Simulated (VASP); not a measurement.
Here is a VASP 6.6.1 calculation.

INCAR

```
SYSTEM = KBr
ALGO = Normal
EDIFF = 1E-7
EDIFFG = -0.01
ENCUT = 300
GGA = PE
IBRION = 2
ISIF = 2
ISMEAR = 0
LASPH = .True.
LCHARG = .False.
LREAL = .False.
LWAVE = .False.
NELM = 80
NSW = 40
PREC = Accurate
SIGMA = 0.03
```

File KPOINTS:

```
k-points
0
Gamma
  4 4 4
  0 0 0
```

POSCAR

```
KBr                                     
1.0
    0.0000000000      3.4339295664      3.4339295664
    3.4339295664     -0.0000000000      3.4339295664
    3.4339295664      3.4339295664      0.0000000000
  K               Br            
     1     1
Direct
     0.0000000000000000    0.0000000000000000    1.0000000000000000
     0.5000000000000000    0.5000000000000000    0.5000000000000000
```

Potentials or basis: VASP PAW PBE potentials, release 64 (K_pv, Br).

The run is started by

```console
$ cat potpaw_PBE.64/K_pv/POTCAR potpaw_PBE.64/Br/POTCAR > POTCAR
$ mpirun -np 1 vasp_std > vasp.out
```

Predict the band gap on the k mesh.

4.13 eV, direct.

Final structure:
```xyz
2
Lattice="0.0000 3.4339 3.4339 3.4339 0.0000 3.4339 3.4339 3.4339 0.0000" Properties=species:S:1:pos:R:3 pbc="T T T"
K     0.0000    0.0000    0.0000
Br    3.4339    3.4339    3.4339
```

Caveat: the relaxation stopped at its first step, so nothing moved.
